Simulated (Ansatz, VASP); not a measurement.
# One calculation of TePt3, two programs

```
Te Pt
1.0
     4.13402    0.00000    0.00000
     0.00000    4.13402    0.00000
     0.00000    0.00000    4.13402
Te Pt
1 3
Direct
  0.00000 0.00000 0.00000
  0.00000 0.50000 0.50000
  0.50000 0.00000 0.50000
  0.50000 0.50000 0.00000
```

Change from the starting cell: species swapped into the CdAu3 type (P4/mmm, No. 123).

Alike in both runs: task relaxation of cell and atoms; functional PBE; k mesh 12 × 12 × 12; occupations gaussian, width 0.1 eV; no spin polarisation.

|  | VASP | Ansatz |
| --- | --- | --- |
| version | VASP 6.6.1 | Ansatz 0.2.0 |
| potentials or method | VASP PAW PBE potentials, release 64 (Te, Pt) | scalar-relativistic, plane waves, PAW |
| plane-wave cutoff (eV) | 600 | 420 |
| valence electrons in the cell | 36 | 70 |

|  | VASP | Ansatz | Ansatz less VASP |
| --- | --- | --- | --- |
| gap on the k mesh at the Fermi level, each at its own relaxed structure (eV) | none | none | - |
| relaxed volume (Å³/atom) | 17.57 | 17.60 | +0.031 |
| relaxed cell length with the largest relative difference (Å) | 4.127 | 4.129 | +0.0024 |

A gap of «none» marks a metal or a gap that the smearing closes. The two sets of potentials don't hold the same shells in valence.

The runs have no spin-orbit coupling, so splittings on Pt, Te are missing.
